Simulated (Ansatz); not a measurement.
# F (Cmce): displacement scan with seeded SCF runs from a Python script

The task is a displacement scan with seeded SCF runs, for F (Cmce).

Program: Ansatz 0.2.0, driven from Python. Level of theory: DFT PBE, plane waves, PAW. These are calculated values, not measurements.

## Step 1: The system

The structure is orthorhombic, space group Cmce (No. 64). The conventional cell has a = 7.080 Å, b = 4.184 Å, c = 6.376 Å, α = 90.00°, β = 90.00°, γ = 90.00°. Around F (site symmetry m) lie 1 F at 1.43 Å.

The script holds or builds the structure itself.

## Step 2: Script

walk_f.py

```python
# -*- coding: utf-8 -*-
import warnings

import ansatz as az
import numpy as np

config = {
    'xc': 'pbe',
    'k_density': 1.8,
    'smearing': 'Fixed',
}

warnings.simplefilter('ignore', az.DeckWarning)

cell = (
    az.Lattice.of((3.540118, -2.091901, 0.0), (3.540118, 2.091901, 0.0), (0.0, 0.0, 6.375726))
    .atom('F', (0.912542, 0.087458, 0.096013))
    .atom('F', (0.587458, 0.412542, 0.596013))
    .atom('F', (0.412542, 0.587458, 0.403987))
    .atom('F', (0.087458, 0.912542, 0.903987))
)

start = np.array(cell.resolved().sites[1].position)
previous, rows = None, []
for step in range(4):
    target = start + step * 0.015 * np.eye(3)[0]
    job = (
        cell.move(1, to=target).calculation()
        .functional(config['xc'])
        .basis(41 * az.Ry)
        .kpoints(density=config['k_density'])
        .occupations(config['smearing'])
        .forces()
    )
    session = job.session()
    if previous is not None:
        session.seed_next_step(previous)
    previous = session.plan(retain='density').execute()
    report = previous.report
    rows.append((step, report['lagrangian_ev'], float(np.linalg.norm(report['forces_ev_ang'][1])), report['n_iterations'], report['n_symmetry_ops']))
rows = [(row[0], 1000 * (row[1] - rows[0][1]), *row[2:]) for row in rows]
print('          step          dE meV  force on it eV/A      iterations      operations')
for row in rows:
    print(f'{str(row[0]):>14s}  {row[1]:14.3f}  {row[2]:16.4f}  {row[3]:14d}  {row[4]:14d}')
```

## Step 3: The calls as engine input

The package turns the script's settings into the engine's input (first run):

```yaml
crystal:
  lattice:
    - [3.540118, -2.091901, 0.0]
    - [3.540118, 2.091901, 0.0]
    - [0.0, 0.0, 6.375726]
  atoms:
    - { symbol: F, position: [0.912542, 0.087458, 0.096013] }
    - { symbol: F, position: [0.587458, 0.412542, 0.596013] }
    - { symbol: F, position: [0.412542, 0.587458, 0.403987] }
    - { symbol: F, position: [0.087458, 0.912542, 0.903987] }
basis:
  ecutwfc: 557.833418042754
kpoints:
  mp_grid:
    kspacing: 0.5555555555555556
hamiltonian:
  xc: pbe
scf:
  occupations:
    method: fixed
output:
  forces: true
```

## Step 4: Running it

Started as:

```bash
$ python walk_f.py
```

Q: Predict the main results. Wanted: range of energy; lowest point, shift of atom 2 from run 1.

The runs gave:

| quantity | value |
| --- | --- |
| runs compared | 4 |
| range of energy | 16.82 meV/atom |
| lowest point, shift of atom 2 from run 1 (Å) | 0.000 |

The lowest point is at the first value of the scan; the highest lies 16.8 meV/atom above it. Energy and stress may still move on a finer k-point mesh. No spin polarisation was allowed. This isn't the structure that F takes at ambient conditions. The first step keeps the crystal's symmetry; the moved atom lowers it. Whether this is the phase that is stable at ambient conditions was not tested.
